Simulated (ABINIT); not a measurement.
# Ga in ABINIT: convergence with smearing width

The system is Ga.

```
Ga
1.0
     2.68064   -0.02635    0.04814
    -0.02635    2.74416    0.02683
     0.04814    0.02683    2.72643
Ga
1
Direct
  0.99487 0.01044 0.99940
```

The cell isn't the ideal one: cell strained at random at fixed volume.

- Program: ABINIT 10.8.3 (patched build)
- Task: single point
- Functional: BLYP
- Potentials or basis: JTH PAW PBE v2.0
- Cutoff: 463 eV
- k mesh: 10 × 10 × 10
- Occupations: gaussian, width 0.272 eV
- Spin: no spin polarisation

These are the settings of the first run; the series varies smearing width, with any setting tied to it.

Hardware: 1 thread of Arm Neoverse V1 (shared host).

| smearing width | energy less the tightest run, at zero smearing (meV/atom) | SCF cycles | CPU time (s) | peak memory (GiB) |
| --- | --- | --- | --- | --- |
| 0.272 eV | 0.97 | 10 | 47 | 0.17 |
| 0.2 eV | 0.57 | 10 | 47 | 0.17 |
| 0.136 eV | 0.26 | 10 | 47 | 0.17 |
| 0.1 eV | 0.12 | 10 | 47 | 0.17 |
| 0.05 eV | 0.00 | 10 | 48 | 0.17 |
| 0.025 eV | -0.01 | 10 | 48 | 0.17 |
| 0.01 eV | 0.00 | 10 | 47 | 0.17 |

Against the tightest run, the energy stays within 1 meV/atom from 0.272 eV on. Narrower smearing needs a denser k mesh, so at a fixed mesh the narrowest width isn't the most accurate. The tightest run that finished is the yardstick and may itself not be fully converged.
